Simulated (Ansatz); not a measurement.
Runs of Ansatz 0.2.0 on ZrC. It takes space group P6_3/mmc (No. 194, hexagonal). The conventional cell has a = 3.391 Å, b = 3.391 Å, c = 5.290 Å, α = 90.00°, β = 90.00°, γ = 120.00°. Zr (site symmetry -6m2) has 6 C at 2.36 Å as nearest neighbours. C (site symmetry -3m) has 6 Zr at 2.36 Å and 2 C at 2.65 Å as nearest neighbours. The cell comes from a database or a generator and needn't be the stable form of this composition.

```tsv
level	spin	cutoff (eV)	gap on the mesh (eV)	pressure (GPa)
r2SCAN	off	500	none	-2.3
LDA	SOC, no magnetisation	420	none	-11.9
RPBE	off	420	none	(a)
LDA	off	420	none	-11.8
PBE	off	420	none	-2.3
```

Alike in all rows: task band structure; potentials or basis Ansatz PAW; cell as given; k mesh 7 × 7 × 4; smearing fermi-dirac 0.05 eV.

Question: Fill in the values left out.

Answer: (a) 0.9.

Caveats: the PAW data sets come from PBE, with cores solved anew for the run's functional, which leaves a small shift of forces and pressure (some runs).

A k mesh can miss the band edges, and rows without SOC leave out spin-orbit coupling on Zr.

A gap of «none» marks a metal or a gap under the smearing width.
